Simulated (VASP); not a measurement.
# MnS (P4_2/mmc) in VASP: a series of runs

Runs on MnS. Level: r2SCAN. Tasks: single point.

Everything below comes from runs of VASP 6.6.1. Logs are shortened: lines on timing, memory, paths and dates and some standing lists are left out, and cuts for length are marked.

### 1 Starting point

It takes space group P4_2/mmc (No. 131, tetragonal). Conventional cell: a = 4.306 Å, b = 4.306 Å, c = 5.361 Å, α = 90.00°, β = 90.00°, γ = 90.00°. Around Mn (site symmetry mmm) lie 4 S at 2.54 Å. Around S (site symmetry -4m2) lie 4 Mn at 2.54 Å and 2 S at 2.68 Å.

Measurements of this composition are mostly on another form, of space group No. 225.

### 2 Single point, r2SCAN, collinear spin, random start

Input file INCAR:

```
SYSTEM = MnS
PREC = Accurate ; ENCUT = 520
EDIFF = 1E-6 ; ISMEAR = 0
SIGMA = 0.05 ; LREAL = .FALSE.
LASPH = .TRUE. ; NELM = 150
ALGO = Normal ; ISIF = 2
LWAVE = .FALSE. ; LCHARG = .TRUE.
ISPIN = 2 ; MAGMOM = 2.66 2.39 0 0
LORBIT = 11 ; LMAXMIX = 4
METAGGA = R2SCAN ; LMIXTAU = .TRUE.
LELF = .TRUE. ; LVHAR = .TRUE.
```

Input file KPOINTS:

```
regular mesh
0
G
  5 5 4
  0 0 0
```

Input file POSCAR:

```
MnS
1.0
    4.3056791600      0.0000000000      0.0000000000
    0.0000000000      4.3056791600      0.0000000000
    0.0000000000      0.0000000000      5.3605806400
Mn S
2 2
Direct
    0.0000000000      0.5000000000      0.0000000000
    0.5000000000      0.0000000000      0.5000000000
    0.0000000000      0.0000000000      0.2500000000
    0.0000000000      0.0000000000      0.7500000000
```

Potentials or basis: VASP PAW PBE potentials, release 64 (Mn_pv, S).

Started as:

```sh
cat potpaw_PBE.64/Mn_pv/POTCAR potpaw_PBE.64/S/POTCAR > POTCAR
mpirun -np 1 vasp_std > vasp.out
```

OUTCAR:

```text
SYSTEM = MnS
   PREC = Accurate
   ENCUT = 520
   EDIFF = 1E-6
   ISMEAR = 0
   LREAL = .FALSE.
   LASPH = .TRUE.
   NELM = 150
   ISIF = 2
   ISPIN = 2
   LORBIT = 11
   METAGGA = R2SCAN

 ion  position               nearest neighbor table
   1  0.000  0.500  0.000-   3 2.54   4 2.54   3 2.54   4 2.54
   2  0.500  0.000  0.500-   3 2.54   4 2.54   3 2.54   4 2.54
   3  0.000  0.000  0.250-   1 2.54   2 2.54   1 2.54   2 2.54   4 2.68   4 2.68
   4  0.000  0.000  0.750-   1 2.54   2 2.54   1 2.54   2 2.54   3 2.68   3 2.68

  LATTYP: Found a simple tetragonal cell.
 ALAT       =     4.3056791600
 C/A-ratio  =     1.2450023424

  Lattice vectors:

 A1 = (   4.3056791600,   0.0000000000,   0.0000000000)
 A2 = (   0.0000000000,   4.3056791600,   0.0000000000)
 A3 = (   0.0000000000,   0.0000000000,   5.3605806400)

Analysis of symmetry for initial positions (statically):
=====================================================================
 Subroutine PRICEL returns:
 Original cell was already a primitive cell.

 Routine SETGRP: Setting up the symmetry group for a
 simple tetragonal supercell.

 Subroutine GETGRP returns: Found 16 space group operations
 (whereof  8 operations were pure point group operations)
 out of a pool of 16 trial point group operations.

The static configuration has the point symmetry D_2h.
 The point group associated with its full space group is D_4h.

Analysis of symmetry for dynamics (positions and initial velocities):
=====================================================================
 Subroutine PRICEL returns:
 Original cell was already a primitive cell.

 Routine SETGRP: Setting up the symmetry group for a
 simple tetragonal supercell.

 Subroutine GETGRP returns: Found 16 space group operations
 (whereof  8 operations were pure point group operations)
 out of a pool of 16 trial point group operations.

The dynamic configuration has the point symmetry D_2h.
 The point group associated with its full space group is D_4h.

Analysis of structural, dynamic, and magnetic symmetry:
=====================================================================
 Subroutine PRICEL returns:
 Original cell was already a primitive cell.

 Routine SETGRP: Setting up the symmetry group for a
 simple tetragonal supercell.

 Subroutine GETGRP returns: Found  8 space group operations
 (whereof  8 operations were pure point group operations)
 out of a pool of 16 trial point group operations.

The overall configuration has the point symmetry D_2h.

 Subroutine INISYM returns: Found  8 space group operations
 (whereof  8 operations are pure point group operations),
 and found     1 'primitive' translations

----------------------------------------------------------------------------------------

                                     Primitive cell

  volume of cell :      99.3791

  direct lattice vectors                    reciprocal lattice vectors
     4.305679160  0.000000000  0.000000000     0.232251397  0.000000000  0.000000000
     0.000000000  4.305679160  0.000000000     0.000000000  0.232251397  0.000000000
     0.000000000  0.000000000  5.360580640     0.000000000  0.000000000  0.186546956

  length of vectors
     4.305679160  4.305679160  5.360580640     0.232251397  0.232251397  0.186546956

  position of ions in fractional coordinates (direct lattice)
     0.000000000  0.500000000  0.000000000
     0.500000000  0.000000000  0.500000000
     0.000000000  0.000000000  0.250000000
     0.000000000  0.000000000  0.750000000

  ion indices of the primitive-cell ions
   primitive index   ion index
                 1           1
                 2           2
                 3           3
                 4           4

----------------------------------------------------------------------------------------

 KPOINTS: regular mesh

Automatic generation of k-mesh.
 Grid dimensions read from file:
 generate k-points for:    5    5    4

 Generating k-lattice:

  Cartesian coordinates                     Fractional coordinates (reciprocal lattice)
     0.046450279  0.000000000  0.000000000     0.200000000  0.000000000  0.000000000
     0.000000000  0.046450279  0.000000000     0.000000000  0.200000000  0.000000000
     0.000000000  0.000000000  0.046636739     0.000000000  0.000000000  0.250000000

  Length of vectors
     0.046450279  0.046450279  0.046636739

  Shift w.r.t. Gamma in fractional coordinates (k-lattice)
     0.000000000  0.000000000  0.000000000

 Subroutine IBZKPT returns following result:
 ===========================================

 Found     27 irreducible k-points:

 Following reciprocal coordinates:
            Coordinates               Weight
  0.000000  0.000000  0.000000      1.000000
  0.200000  0.000000  0.000000      2.000000
  0.000000  0.200000  0.000000      2.000000
  0.400000  0.000000  0.000000      2.000000
  0.000000  0.400000  0.000000      2.000000
  0.200000  0.200000  0.000000      4.000000
[... 16 lines left out ...]
  0.000000  0.400000  0.500000      2.000000
  0.200000  0.200000  0.500000      4.000000
 [... further k-points ...]
   k-points           NKPTS =     27   k-points in BZ     NKDIM =     27   number of bands    NBANDS=     26
   number of dos      NEDOS =    301   number of ions     NIONS =      4
   total plane-waves  NPLWV =  40960
   dimension x,y,z NGX =    32 NGY =   32 NGZ =   40
   dimension x,y,z NGXF=    64 NGYF=   64 NGZF=   80
   ions per type =               2   2
   NGX,Y,Z   is equivalent  to a cutoff of  12.36, 12.36, 12.41 a.u.
   NGXF,Y,Z  is equivalent  to a cutoff of  24.71, 24.71, 24.81 a.u.
 SYSTEM =  MnS
   PREC   = accura    normal or accurate (medium, high low for compatibility)
   ISTART =      0    job   : 0-new  1-cont  2-samecut
   ICHARG =      2    charge: 1-file 2-atom 10-const
   ISPIN  =      2    spin polarized calculation?
   LNONCOLLINEAR =      F non collinear calculations
   LSORBIT =      F    spin-orbit coupling
   LASPH  =      T    aspherical Exc in radial PAW
   ENCUT  =  520.0 eV  38.22 Ry    6.18 a.u.   8.01  8.01  9.97*2*pi/ulx,y,z
   NELM   =    150;   NELMIN=  2; NELMDL= -5     # of ELM steps
   EDIFF  = 0.1E-05   stopping-criterion for ELM
   LREAL  =      F    real-space projection
   EDIFFG = 0.1E-04   stopping-criterion for IOM
   NSW    =      0    number of steps for IOM
   IBRION =     -1    ionic relax: 0-MD 1-quasi-New 2-CG
   NFREE  =      0    steps in history (QN), initial steepest desc. (CG)
   ISIF   =      2    stress and relaxation
   ISYM   =      2    0-nonsym 1-usesym 2-fastsym
   POTIM  = 0.5000    time-step for ionic-motion
   TEBEG  =    0.0;   TEEND  =   0.0 temperature during run
   PSTRESS=    0.0 pullay stress
   NELECT =      38.0000    total number of electrons
   NUPDOWN=      -1.0000    fix difference up-down
   EMIN   =  10.00;   EMAX   =-10.00  energy-range for DOS
   EFERMI =   0.00;   METHOD = LEGACY
   ISMEAR =     0;   SIGMA  =   0.05  broadening in eV -4-tet -1-fermi 0-gaus
   EFERMI_NEDOS =   21; number of points for ismear=-14 and -15
   IALGO  =     38    algorithm
   IMIX   =      4    mixing-type and parameters
     AMIX     =   0.40;   BMIX     =  1.00
     AMIX_MAG =   1.60;   BMIX_MAG =  1.00
  volume/ion in A,a.u.               =      24.84       167.66
  Fermi-wavevector in a.u.,A,eV,Ry     =   1.188240  2.245449 19.210273  1.411915
  Thomas-Fermi vector in A             =   2.324374
   LORBIT       =     11    0 simple, 1 ext, 2 COOP (PROOUT), +10 PAW based schemes
   METAGGA = R2SCAN    functional components
   LHFCALC =     F    Hartree Fock is set to
   AEXX    =    0.0000 exact exchange contribution
   IVDW    =     0    specifies the selected vdW correction
   LEPSILON=     F    determine dielectric tensor
   LRPA    =     F    only Hartree local field effects (RPA)
 spin polarized calculation
 Gauss-broadening in eV      SIGMA  =   0.05
  energy-cutoff  :      520.00
  volume of cell :       99.38
 maximum number of plane-waves:      2691
   NGX = 17   NGY = 17   NGZ = 19

 number of electron      38.0000066 magnetization       8.6969440

 Free energy of the ion-electron system (eV)
  ---------------------------------------------------
  ext. energy  EPLUGINS =         0.00000000
  ---------------------------------------------------
  free energy    TOTEN  =       -46.44321284 eV

  energy without entropy =      -46.44091057  energy(sigma->0) =      -46.44206170

 E-fermi :   3.9856     XC(G=0):  -9.3612

 val. band max:        3.9775262284   @ k =   0.0000   0.4000   0.5000
 cond. band min:       4.0497456485   @ k =   0.2000   0.2000   0.5000
 fundamental gap:      0.0722194201
 Fermi energy:         3.9855669294

 spin component 1

 k-point     1 :       0.0000    0.0000    0.0000
  band No.  band energies     occupation
      1     -49.4542      1.00000
      2     -49.4525      1.00000
      3     -49.4520      1.00000
      4     -49.4501      1.00000
      5     -49.2364      1.00000
      6     -49.2348      1.00000
[... 685 lines left out ...]
     25       6.1641      0.00000
     26       6.1652      0.00000

 [... further k-points ...]

 spin component 2

 k-point     1 :       0.0000    0.0000    0.0000
  band No.  band energies     occupation
      1     -43.5137      1.00000
      2     -43.5119      1.00000
      3     -43.4109      1.00000
      4     -43.4095      1.00000
      5     -43.4082      1.00000
      6     -43.4048      1.00000
[... 685 lines left out ...]
     25       7.6910      0.00000
     26       7.6911      0.00000

 [... further k-points ...]

------------------------ aborting loop because EDIFF is reached ----------------------------------------

  FORCE on cell =-STRESS in cart. coord.  units (eV):
  Direction    XX          YY          ZZ          XY          YZ          ZX
  --------------------------------------------------------------------------------------
  -------------------------------------------------------------------------------------
  Total       -5.0411289     -5.0415323      3.7906320      0.0000000      0.0000000      0.0000000
  in kB      -81.2724249    -81.2789285     61.1120765      0.0000000      0.0000000      0.0000000
  external PRESSURE =     -33.8130923 kB  Pullay stress =       0.0000000 kB

 VOLUME and BASIS-vectors are now :
 -----------------------------------------------------------------------------
  energy-cutoff  :      520.00
  volume of cell :       99.38
      direct lattice vectors                 reciprocal lattice vectors
     4.305679160  0.000000000  0.000000000     0.232251397  0.000000000  0.000000000
     0.000000000  4.305679160  0.000000000     0.000000000  0.232251397  0.000000000
     0.000000000  0.000000000  5.360580640     0.000000000  0.000000000  0.186546956

 POSITION                                       TOTAL-FORCE (eV/Angst)
 -----------------------------------------------------------------------------------
      0.00000      2.15284      0.00000         0.000000      0.000000      0.000000
      2.15284      0.00000      2.68029         0.000000      0.000000      0.000000
      0.00000      0.00000      1.34015         0.000000      0.000000     -0.000314
      0.00000      0.00000      4.02044         0.000000      0.000000      0.000314
 -----------------------------------------------------------------------------------
    total drift:                                0.000000      0.000000     -0.000000

  FREE ENERGIE OF THE ION-ELECTRON SYSTEM (eV)
  ---------------------------------------------------
  free  energy   TOTEN  =       -46.4432128393 eV

  energy  without entropy=      -46.4409105680  energy(sigma->0) =      -46.44206170

 total charge

# of ion       s       p       d       tot
------------------------------------------
    1        0.230   6.136   4.930  11.295
    2        0.230   6.136   4.930  11.295
    3        1.347   2.354   0.000   3.701
    4        1.347   2.354   0.000   3.701
--------------------------------------------------
tot          3.153  16.981   9.859  29.993

 magnetization (x)

# of ion       s       p       d       tot
------------------------------------------
    1        0.043   0.018   4.209   4.271
    2        0.043   0.018   4.209   4.270
    3        0.007  -0.078   0.000  -0.072
    4        0.007  -0.078   0.000  -0.072
--------------------------------------------------
tot          0.100  -0.121   8.419   8.397
```

Wall time 2.9 min (1 thread of Intel Xeon 6975P-C (Granite Rapids), shared host); peak memory 0.3 GiB.

Results:

```yaml
Free_energy: -46.4432 eV
Pressure: -3.4 GPa
Band_gap_on_the_k_mesh: none (metal or under the smearing width)
Net_moment: 8.70 μB per cell
Site_moments: Mn +4.27; S -0.07 μB
Valence_electrons_inside_the_program's_atomic_spheres: Mn 11.29; S 3.70
```

Caveat: the PAW data sets were made with another functional, which shifts forces and pressure a little; semilocal functionals often make such compounds metallic where correlation or magnetic order opens a gap, which also shifts bond lengths. With open d or f shells a metallic result of r2SCAN can be an artefact of self-interaction; +U or a hybrid may open a gap.

### 3 Single point, r2SCAN, collinear spin, ferromagnetic start

Input file INCAR:

```
SYSTEM = MnS
  PREC = Accurate
  ENCUT = 520
  EDIFF = 1E-7
  ISMEAR = 0
  SIGMA = 0.05
  LREAL = .FALSE.
  LASPH = .TRUE.
  NELM = 150
  ALGO = Normal
  ISIF = 2
  LWAVE = .FALSE.
  LCHARG = .FALSE.
  ISPIN = 2
  MAGMOM = 4 4 0 0
  LORBIT = 11
  NUPDOWN = 4
  LMAXMIX = 4
  METAGGA = R2SCAN
  LMIXTAU = .TRUE.
  NBANDS = 31
```

Input file KPOINTS:

```
Automatic mesh
0
G
  5 5 4
  0 0 0
```

POSCAR is that of step 2.

Potentials or basis: VASP PAW PBE potentials, release 64 (Mn_pv, S).

Started as:

```sh
cat potpaw_PBE.64/Mn_pv/POTCAR potpaw_PBE.64/S/POTCAR > POTCAR
mpirun -np 1 vasp_std > vasp.out
```

Wall time 3.2 min (1 thread of Intel Xeon 6975P-C (Granite Rapids), shared host); peak memory 0.29 GiB.

It converged, with:

| Property | Result |
| --- | --- |
| Free energy | -43.0190 eV |
| Pressure | -9.6 GPa |
| Net moment | 4.00 μB per cell |
| Site moments | Mn +1.97; S -0.11 μB |
| Valence electrons inside the program's atomic spheres | Mn 11.39; S 3.65 |

Stress tensor (GPa, compression positive):
```
-15.57   0.00   0.00
  0.00 -15.57   0.00
  0.00   0.00   2.30
```

Caveat: the moment is held away from its start; the PAW data sets were made with another functional, which shifts forces and pressure a little; the total moment is fixed, so each spin has its own Fermi level; only a ferromagnetic start was run, and an antiferromagnetic order may lie lower in energy.

### 4 Single point, r2SCAN

Input file INCAR:

```
ALGO = Normal ; EDIFF = 1E-6
ENCUT = 520 ; ISIF = 2
ISMEAR = 0 ; LASPH = True
LCHARG = True ; LELF = True
LMIXTAU = True ; LREAL = False
LVHAR = True ; LWAVE = False
METAGGA = R2SCAN ; NELM = 120
PREC = Accurate ; SIGMA = 0.05
```

Input file KPOINTS:

```
k-points
0
Gamma
  5 5 4
```

POSCAR is that of step 3.

Started as:

```sh
cat potpaw_PBE.64/Mn_pv/POTCAR potpaw_PBE.64/S/POTCAR > POTCAR
mpirun -np 1 vasp_std > vasp.out
```

It took 72 s on 1 thread of Intel Xeon 6975P-C (Granite Rapids), shared host; peak memory 0.21 GiB.

The run converged. Its results:

```
Free energy            : -39.9974 eV
Pressure               : -18.0 GPa
Band gap on the k mesh : none (metal or under the smearing width)
```

Stress tensor (GPa, compression positive):
```
-22.02   0.00   0.00
  0.00 -22.02   0.00
  0.00   0.00  -9.81
```

Levels at points of the mesh, in eV from the Fermi level:
```
           k point  band 15  band 16  band 17  band 18  band 19  band 20  band 21  band 22  band 23
(0.00, 0.00, 0.00)    -0.99    -0.72    -0.71    -0.35     0.20     0.20     0.57     1.92     2.05
(0.00, 0.00, 0.50)    -0.79    -0.79    -0.53    -0.53    -0.11    -0.11     0.37     0.37     1.26
```

Caveat: so large a pressure means that the cell lies far from this level's equilibrium, or that cutoff or potentials fall short; the potentials were made for another functional, which shifts forces and pressure; the run has no spin polarisation, though such a crystal can be magnetic; semilocal functionals often make such compounds metallic where correlation or magnetic order opens a gap, which also shifts bond lengths. Spin polarisation is off, so any magnetic state and its effect on volume and gap are missing.

### 5 The runs side by side

| spin | fixed moment (μB) | gap on the mesh (eV) | pressure (GPa) | moment (μB) |
| --- | --- | --- | --- | --- |
| collinear, random start | - | none | -3.4 | 8.70 |
| collinear, ferromagnetic start | 4 | - | -9.6 | 4.00 |
| off | - | none | -18.0 | - |

Alike in all rows: task single point; level r2SCAN; potentials or basis VASP PAW PBE potentials, release 64 (Mn_pv, S); cell as given; k mesh 5 × 5 × 4; cutoff (eV) 520; smearing gaussian 0.05 eV.

Caveats: the PAW data sets were made with another functional, which shifts forces and pressure a little (some runs); semilocal functionals often make such compounds metallic where correlation or magnetic order opens a gap, which also shifts bond lengths (some runs); the moment is held away from its start (some runs); the total moment is fixed, so each spin has its own Fermi level (some runs); so large a pressure means that the cell lies far from this level's equilibrium, or that cutoff or potentials fall short (some runs); the potentials were made for another functional, which shifts forces and pressure (some runs).

Total energies depend on the potentials used, so only differences within one code and one set of settings carry meaning.
